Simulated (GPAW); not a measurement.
Here is a GPAW 26.7.0 calculation.

run.py

```python
from ase.dft.bandgap import bandgap
from ase.io import read, write
from ase.units import GPa
from gpaw import GPAW, PW

atoms = read('Ge.cif')

calc = GPAW(mode=PW(450),
            xc='MGGA_X_R2SCAN+MGGA_C_R2SCAN',
            kpts={'size': (9, 9, 9), 'gamma': True},
            occupations={'name': 'fermi-dirac', 'width': 0.05},
            nbands=11,
            maxiter=120,
            txt='gpaw.txt')
atoms.calc = calc
energy = atoms.get_potential_energy()
forces = atoms.get_forces()
stress = atoms.get_stress()
calc.write('gs.gpw')
write('result.traj', atoms)
print(f'Energy: {energy:.6f} eV')
print('Forces (eV/A):')
print(forces.round(4))
print('Stress (GPa):', (stress / GPa).round(3))
print('Fermi level:', round(calc.get_fermi_level(), 4), 'eV')
print(f'Gap: {bandgap(calc)[0]:.4f} eV, direct: {bandgap(calc, direct=True)[0]:.4f} eV')
```

The input Ge.cif:

```cif
data_Ge
_cell_length_a 3.89984060
_cell_length_b 3.89984060
_cell_length_c 3.89984060
_cell_angle_alpha 97.37698365
_cell_angle_beta 97.37698365
_cell_angle_gamma 138.00520065
_space_group_name_H-M_alt 'P1'
_space_group_name_Hall 'P 1'
_space_group_IT_number 1
loop_
_space_group_symop_operation_xyz
'x,y,z'
loop_
_atom_site_label
_atom_site_type_symbol
_atom_site_symmetry_multiplicity
_atom_site_Wyckoff_symbol
_atom_site_fract_x
_atom_site_fract_y
_atom_site_fract_z
_atom_site_occupancy
Ge1 Ge 1 a 0.5000000000 0.5000000000 0.0000000000 1
Ge2 Ge 1 a 0.2500000000 0.7500000000 0.5000000000 1
```

Potentials or basis: GPAW PAW data sets (gpaw-data 1.2.1), pw.

Launch:

```bash
$ OMP_NUM_THREADS=1 python run.py
```

Q: What does it give for the pressure?

A: 0.2 GPa.

Q: What does it give for the band gap on the k mesh?

A: None (metal or under the smearing width).

Stress tensor (GPa, compression positive):
```
0.13 0.11 0.00
0.11 0.38 0.00
0.00 0.00 0.09
```

Caveat: the cutoff is short for stress and forces, so pressures can be off by a GPa or more; the PAW data sets were made with another functional, which shifts forces and pressure a little.
